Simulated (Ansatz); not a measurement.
Crystal: KI.

```
I K
1.0
     0.00000    3.53277    3.53277
     3.53277    0.00000    3.53277
     3.53277    3.53277    0.00000
I K
1 1
Direct
  0.50000 0.50000 0.50000
  0.00000 0.00000 0.00000
```

| Property | Result |
| --- | --- |
| Program | Ansatz 0.2.0 |
| Task | relaxation of cell and atoms |
| Functional | LDA |
| Potentials or basis | Ansatz PAW |
| Cutoff | 420 eV (not typed: the program's choice for these potentials) |
| k mesh | 7 × 7 × 7 |
| Occupations | fermi-dirac, width 0.05 eV |
| Spin | no spin polarisation |

At the start: volume 44.09 Å³/atom.

Problem. Where does the relaxation end?

Solution. It ends after 5 steps and the volume is 39.70 Å³/atom (-10.0 %); space group Fm-3m (No. 225, to 0.05 Å).

The path:
```tsv
step	energy change (eV)	largest force (eV/Å)	volume (Å³)
1	0.0000	0.0000	88.18
2	-0.0261	0.0000	84.45
3	-0.0408	0.0000	77.92
4	-0.0418	0.0000	79.41
5	-0.0409	0.0000	79.41
```

Final structure:
```cif
data_structure
_symmetry_space_group_name_H-M 'P 1'
_symmetry_Int_Tables_number 1
_cell_length_a 4.8246
_cell_length_b 4.8246
_cell_length_c 4.8246
_cell_angle_alpha 60.000
_cell_angle_beta 60.000
_cell_angle_gamma 60.000
_cell_volume 79.41
loop_
_atom_site_label
_atom_site_type_symbol
_atom_site_fract_x
_atom_site_fract_y
_atom_site_fract_z
_atom_site_occupancy
I1 I 0.50000 0.50000 0.50000 1
K1 K 0.00000 0.00000 0.00000 1
```

Caveat: the plane-wave basis is chosen anew once the cell has moved, so the energies of steps on either side of that aren't comparable; the PAW data sets come from PBE, with cores solved anew for the run's functional, which leaves a small shift of forces and pressure.
